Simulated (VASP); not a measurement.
# KBr (Fm-3m) in VASP: band structure with PBE

Aim: the band structure of KBr with PBE.

All numbers are computed with VASP 6.6.1; they aren't measurements. Logs are shortened: lines on timing, memory, paths and dates and some standing lists are left out, and cuts for length are marked.

## 1. Starting point

Symmetry: Fm-3m, No. 225, cubic system. Conventional cell: a = 6.710 Å, b = 6.710 Å, c = 6.710 Å, α = 90.00°, β = 90.00°, γ = 90.00°. K (site symmetry m-3m) has 6 Br at 3.35 Å as nearest neighbours. Around Br (site symmetry m-3m) lie 6 K at 3.35 Å.

## 2. Band structure, PBE

The input, INCAR:

```
PREC = Accurate
ENCUT = 520
EDIFF = 1E-6
ISMEAR = 0
SIGMA = 0.03
LREAL = False
LASPH = True
NELM = 80
ALGO = Normal
ISIF = 2
LWAVE = False
LCHARG = False
GGA = PE
NBANDS = 15
ICORELEVEL = 1
```

The input, KPOINTS:

```
Automatic mesh
0
Gamma
  8 8 8
```

The input, POSCAR:

```
KBr                                     
1.0
    0.0000000000      3.3548133361      3.3548133361
    3.3548133361      0.0000000000      3.3548133361
    3.3548133361      3.3548133361      0.0000000000
  K               Br            
     1     1
Direct
     0.0000000000000000    0.0000000000000000    0.0000000000000000
     0.5000000000000000    0.5000000000000000    0.5000000000000000
```

The input, KPOINTS_OPT:

```
explicit points
209
Reciprocal
 0.0000000000  0.0000000000  0.0000000000 1
 0.0263157895  0.0000000000  0.0263157895 1
 0.0526315789  0.0000000000  0.0526315789 1
 0.0789473684  0.0000000000  0.0789473684 1
 0.1052631579  0.0000000000  0.1052631579 1
 0.1315789474  0.0000000000  0.1315789474 1
[... 201 lines left out ...]
 0.4250000000  0.0000000000  0.4250000000 1
 0.4500000000  0.0000000000  0.4500000000 1
```

Potentials or basis: VASP PAW PBE potentials, release 64 (K_sv, Br).

Run with:

```
$ cat potpaw_PBE.64/K_sv/POTCAR potpaw_PBE.64/Br/POTCAR > POTCAR
$ mpirun -np 1 vasp_std > vasp.out
```

OUTCAR:

```text
PREC = Accurate
   ENCUT = 520
   EDIFF = 1E-6
   ISMEAR = 0
   LREAL = False
   LASPH = True
   NELM = 80
   ISIF = 2
   GGA = PE

 ion  position               nearest neighbor table
   1  0.000  0.000  0.000-
   2  0.500  0.500  0.500-

  LATTYP: Found a face centered cubic cell.
 ALAT       =     6.7096266722

  Lattice vectors:

 A1 = (   0.0000000000,   3.3548133361,   3.3548133361)
 A2 = (   3.3548133361,   0.0000000000,   3.3548133361)
 A3 = (   3.3548133361,   3.3548133361,   0.0000000000)

Analysis of symmetry for initial positions (statically):
=====================================================================
 Subroutine PRICEL returns:
 Original cell was already a primitive cell.

 Routine SETGRP: Setting up the symmetry group for a
 face centered cubic supercell.

 Subroutine GETGRP returns: Found 48 space group operations
 (whereof 48 operations were pure point group operations)
 out of a pool of 48 trial point group operations.

The static configuration has the point symmetry O_h .

Analysis of symmetry for dynamics (positions and initial velocities):
=====================================================================
 Subroutine PRICEL returns:
 Original cell was already a primitive cell.

 Routine SETGRP: Setting up the symmetry group for a
 face centered cubic supercell.

 Subroutine GETGRP returns: Found 48 space group operations
 (whereof 48 operations were pure point group operations)
 out of a pool of 48 trial point group operations.

The dynamic configuration has the point symmetry O_h .

 Subroutine INISYM returns: Found 48 space group operations
 (whereof 48 operations are pure point group operations),
 and found     1 'primitive' translations

----------------------------------------------------------------------------------------

                                     Primitive cell

  volume of cell :      75.5153

  direct lattice vectors                    reciprocal lattice vectors
     0.000000000  3.354813336  3.354813336    -0.149039589  0.149039589  0.149039589
     3.354813336  0.000000000  3.354813336     0.149039589 -0.149039589  0.149039589
     3.354813336  3.354813336  0.000000000     0.149039589  0.149039589 -0.149039589

  length of vectors
     4.744422519  4.744422519  4.744422519     0.258144140  0.258144140  0.258144140

  position of ions in fractional coordinates (direct lattice)
     0.000000000  0.000000000  0.000000000
     0.500000000  0.500000000  0.500000000

  ion indices of the primitive-cell ions
   primitive index   ion index
                 1           1
                 2           2

----------------------------------------------------------------------------------------

 KPOINTS: Automatic mesh

Automatic generation of k-mesh.
 Grid dimensions read from file:
 generate k-points for:    8    8    8

 Generating k-lattice:

  Cartesian coordinates                     Fractional coordinates (reciprocal lattice)
    -0.018629949  0.018629949  0.018629949     0.125000000  0.000000000  0.000000000
     0.018629949 -0.018629949  0.018629949     0.000000000  0.125000000  0.000000000
     0.018629949  0.018629949 -0.018629949     0.000000000  0.000000000  0.125000000

  Length of vectors
     0.032268018  0.032268018  0.032268018

  Shift w.r.t. Gamma in fractional coordinates (k-lattice)
     0.000000000  0.000000000  0.000000000

 Subroutine IBZKPT returns following result:
 ===========================================

 Found     29 irreducible k-points:

 Following reciprocal coordinates:
            Coordinates               Weight
  0.000000  0.000000  0.000000      1.000000
  0.125000  0.000000  0.000000      8.000000
  0.250000  0.000000  0.000000      8.000000
  0.375000  0.000000  0.000000      8.000000
  0.500000  0.000000  0.000000      4.000000
  0.125000  0.125000  0.000000      6.000000
[... 16 lines left out ...]
  0.500000  0.250000  0.125000     48.000000
 -0.375000  0.250000  0.125000     24.000000
 [... further k-points ...]
   k-points           NKPTS =     29   k-points in BZ     NKDIM =     29   number of bands    NBANDS=     15
   number of dos      NEDOS =    301   number of ions     NIONS =      2
   total plane-waves  NPLWV =  46656
   dimension x,y,z NGX =    36 NGY =   36 NGZ =   36
   dimension x,y,z NGXF=    72 NGYF=   72 NGZF=   72
   ions per type =               1   1
   NGX,Y,Z   is equivalent  to a cutoff of  12.61, 12.61, 12.61 a.u.
   NGXF,Y,Z  is equivalent  to a cutoff of  25.23, 25.23, 25.23 a.u.
 SYSTEM =  unknown system
   PREC   = accura    normal or accurate (medium, high low for compatibility)
   ISTART =      0    job   : 0-new  1-cont  2-samecut
   ICHARG =      2    charge: 1-file 2-atom 10-const
   ISPIN  =      1    spin polarized calculation?
   LNONCOLLINEAR =      F non collinear calculations
   LSORBIT =      F    spin-orbit coupling
   LASPH  =      T    aspherical Exc in radial PAW
   ENCUT  =  520.0 eV  38.22 Ry    6.18 a.u.   8.82  8.82  8.82*2*pi/ulx,y,z
   NELM   =     80;   NELMIN=  2; NELMDL= -5     # of ELM steps
   EDIFF  = 0.1E-05   stopping-criterion for ELM
   LREAL  =      F    real-space projection
   EDIFFG = 0.1E-04   stopping-criterion for IOM
   NSW    =      0    number of steps for IOM
   IBRION =     -1    ionic relax: 0-MD 1-quasi-New 2-CG
   NFREE  =      0    steps in history (QN), initial steepest desc. (CG)
   ISIF   =      2    stress and relaxation
   ISYM   =      2    0-nonsym 1-usesym 2-fastsym
   POTIM  = 0.5000    time-step for ionic-motion
   TEBEG  =    0.0;   TEEND  =   0.0 temperature during run
   PSTRESS=    0.0 pullay stress
   NELECT =      16.0000    total number of electrons
   NUPDOWN=      -1.0000    fix difference up-down
   EMIN   =  10.00;   EMAX   =-10.00  energy-range for DOS
   EFERMI =   0.00;   METHOD = LEGACY
   ISMEAR =     0;   SIGMA  =   0.03  broadening in eV -4-tet -1-fermi 0-gaus
   EFERMI_NEDOS =   21; number of points for ismear=-14 and -15
   IALGO  =     38    algorithm
   IMIX   =      4    mixing-type and parameters
     AMIX     =   0.40;   BMIX     =  1.00
     AMIX_MAG =   1.60;   BMIX_MAG =  1.00
  volume/ion in A,a.u.               =      37.76       254.80
  Fermi-wavevector in a.u.,A,eV,Ry     =   0.975970  1.844316 12.959786  0.952517
  Thomas-Fermi vector in A             =   2.106552
   LORBIT       =      0    0 simple, 1 ext, 2 COOP (PROOUT), +10 PAW based schemes
   GGA     = PE    functional components
   LHFCALC =     F    Hartree Fock is set to
   AEXX    =    0.0000 exact exchange contribution
   IVDW    =     0    specifies the selected vdW correction
   LEPSILON=     F    determine dielectric tensor
   LRPA    =     F    only Hartree local field effects (RPA)
 non-spin polarized calculation
 Gauss-broadening in eV      SIGMA  =   0.03
  energy-cutoff  :      520.00
  volume of cell :       75.52
 maximum number of plane-waves:      2085
   NGX = 17   NGY = 17   NGZ = 17

 number of electron      16.0000001 magnetization

 Free energy of the ion-electron system (eV)
  ---------------------------------------------------
  ext. energy  EPLUGINS =         0.00000000
  ---------------------------------------------------
  free energy    TOTEN  =        -6.22363236 eV

  energy without entropy =       -6.22363236  energy(sigma->0) =       -6.22363236

 the core state eigenenergies are
   1-  1s  -3516.5604  2s   -347.8359  2p   -274.5470
   2-  1s -13309.4461  2s  -1726.0079  2p  -1521.3960  3s   -231.3065  3p   -166.7246
       3d    -59.9863

 E-fermi :  -1.6864     XC(G=0):  -7.1753

 val. band max:       -1.9292570774   @ k =   0.0000   0.0000   0.0000
 cond. band min:       2.3757019223   @ k =   0.0000   0.0000   0.0000
 fundamental gap:      4.3049589997
 Fermi energy:        -1.6863864898

 k-point     1 :       0.0000    0.0000    0.0000
  band No.  band energies     occupation
      1     -29.8194      2.00000
      2     -14.1641      2.00000
      3     -13.2928      2.00000
      4     -13.2928      2.00000
      5     -13.2928      2.00000
      6      -1.9293      2.00000
      7      -1.9293      2.00000
      8      -1.9293      2.00000
      9       2.3757      0.00000
     10       5.6598      0.00000
     11       5.6598      0.00000
     12       5.6598      0.00000
     13       6.4526      0.00000
     14       6.4526      0.00000
     15       9.5413      0.00000

 k-point     2 :       0.1250    0.0000    0.0000
  band No.  band energies     occupation
      1     -29.8187      2.00000
      2     -14.1935      2.00000
      3     -13.2935      2.00000
      4     -13.2935      2.00000
      5     -13.2546      2.00000
      6      -2.1336      2.00000
      7      -1.9753      2.00000
      8      -1.9753      2.00000
      9       2.7481      0.00000
     10       5.5539      0.00000
     11       5.8360      0.00000
     12       5.8360      0.00000
     13       6.6400      0.00000
     14       6.6400      0.00000
     15      10.0704      0.00000

 k-point     3 :       0.2500    0.0000    0.0000
  band No.  band energies     occupation
      1     -29.8172      2.00000
      2     -14.2563      2.00000
      3     -13.2952      2.00000
      4     -13.2952      2.00000
      5     -13.1706      2.00000
      6      -2.5456      2.00000
      7      -2.0821      2.00000
      8      -2.0821      2.00000
      9       3.5860      0.00000
     10       5.5039      0.00000
     11       6.3283      0.00000
     12       6.3283      0.00000
     13       7.1619      0.00000
     14       7.1619      0.00000
     15      10.0118      0.00000
[... 343 lines left out ...]
 k-point    23 :       0.5000    0.2500    0.1250
  band No.  band energies     occupation
      1     -29.8150      2.00000
      2     -14.2534      2.00000
      3     -13.3200      2.00000
      4     -13.3045      2.00000
      5     -13.1483      2.00000
      6      -2.7767      2.00000
      7      -2.2903      2.00000
      8      -2.2218      2.00000
      9       4.7804      0.00000
     10       5.2978      0.00000
     11       6.8825      0.00000
     12       7.3721      0.00000
     13       7.6757      0.00000
     14       8.0076      0.00000
     15       8.8716      0.00000

 k-point    24 :      -0.3750    0.2500    0.1250
  band No.  band energies     occupation
      1     -29.8145      2.00000
      2     -14.2575      2.00000
      3     -13.3209      2.00000
      4     -13.3091      2.00000
      5     -13.1389      2.00000
      6      -2.8164      2.00000
      7      -2.3561      2.00000
      8      -2.2517      2.00000
      9       4.9859      0.00000
     10       5.7644      0.00000
     11       6.7388      0.00000
     12       7.2319      0.00000
     13       7.9956      0.00000
     14       8.4425      0.00000
     15       8.9126      0.00000

 [... further k-points ...]
[... 5 lines left out ...]
  --------------------------------------------------------------------------------------
  -------------------------------------------------------------------------------------
  Total        0.0023820      0.0023820      0.0023820      0.0000000      0.0000000     -0.0000000
  in kB        0.0505374      0.0505374      0.0505374      0.0000000      0.0000000     -0.0000000
  external PRESSURE =       0.0505374 kB  Pullay stress =       0.0000000 kB

 VOLUME and BASIS-vectors are now :
 -----------------------------------------------------------------------------
  energy-cutoff  :      520.00
  volume of cell :       75.52
      direct lattice vectors                 reciprocal lattice vectors
     0.000000000  3.354813336  3.354813336    -0.149039589  0.149039589  0.149039589
     3.354813336  0.000000000  3.354813336     0.149039589 -0.149039589  0.149039589
     3.354813336  3.354813336  0.000000000     0.149039589  0.149039589 -0.149039589

 POSITION                                       TOTAL-FORCE (eV/Angst)
 -----------------------------------------------------------------------------------
      0.00000      0.00000      0.00000        -0.000000     -0.000000     -0.000000
      3.35481      3.35481      3.35481         0.000000      0.000000      0.000000
 -----------------------------------------------------------------------------------
    total drift:                                0.000000      0.000000      0.000000

  FREE ENERGIE OF THE ION-ELECTRON SYSTEM (eV)
  ---------------------------------------------------
  free  energy   TOTEN  =        -6.2236323632 eV

  energy  without entropy=       -6.2236323632  energy(sigma->0) =       -6.22363236
```

It took 4.1 min on 1 thread of Intel Xeon Platinum 8175M at 2.50GHz (Skylake/Cascade Lake), shared host; peak memory 0.22 GiB.

What came out:

- Free energy: -6.2236 eV
- Pressure: 0.0 GPa
- Band gap on the k mesh: 4.30 eV, direct
- Band gap along the path: 4.30 eV, direct

Levels at the corners of the path, in eV from the valence-band top:
| point | band 6 | band 7 | band 8 | band 9 | band 10 | band 11 |
| --- | --- | --- | --- | --- | --- | --- |
| Γ | 0.00 | 0.00 | 0.00 | 4.30 | 7.59 | 7.59 |
| X | -0.76 | -0.27 | -0.27 | 5.91 | 7.02 | 9.24 |
| X | -0.76 | -0.27 | -0.27 | 5.91 | 7.02 | 9.24 |
| W | -0.55 | -0.55 | -0.49 | 7.33 | 7.33 | 8.06 |
| W | -0.55 | -0.55 | -0.49 | 7.33 | 7.33 | 8.06 |
| K | -0.65 | -0.59 | -0.30 | 6.58 | 7.93 | 8.31 |
| K | -0.65 | -0.59 | -0.30 | 6.58 | 7.93 | 8.31 |
| Γ | 0.00 | 0.00 | 0.00 | 4.30 | 7.59 | 7.59 |
| Γ | 0.00 | 0.00 | 0.00 | 4.30 | 7.59 | 7.59 |
| L | -1.08 | -0.29 | -0.29 | 6.48 | 8.05 | 9.63 |
| L | -1.08 | -0.29 | -0.29 | 6.48 | 8.05 | 9.63 |
| U | -0.65 | -0.59 | -0.30 | 6.58 | 7.93 | 8.31 |
| U | -0.65 | -0.59 | -0.30 | 6.58 | 7.93 | 8.31 |
| W | -0.55 | -0.55 | -0.49 | 7.33 | 7.33 | 8.06 |
| W | -0.55 | -0.55 | -0.49 | 7.33 | 7.33 | 8.06 |
| L | -1.08 | -0.29 | -0.29 | 6.48 | 8.05 | 9.63 |
| L | -1.08 | -0.29 | -0.29 | 6.48 | 8.05 | 9.63 |
| K | -0.65 | -0.59 | -0.30 | 6.58 | 7.93 | 8.31 |
| U | -0.65 | -0.59 | -0.30 | 6.58 | 7.93 | 8.31 |
| X | -0.76 | -0.27 | -0.27 | 5.91 | 7.02 | 9.24 |

Core levels (eV, on the scale of the bands):
```csv
atom,levels
1 K,"1s -3516.6, 2s -347.8, 2p -274.5"
2 Br,"1s -13309.4, 2s -1726.0, 2p -1521.4, 3s -231.3, 3p -166.7, 3d -60.0"
```

PBE gaps usually lie below the measured ones, often by a third to a half.
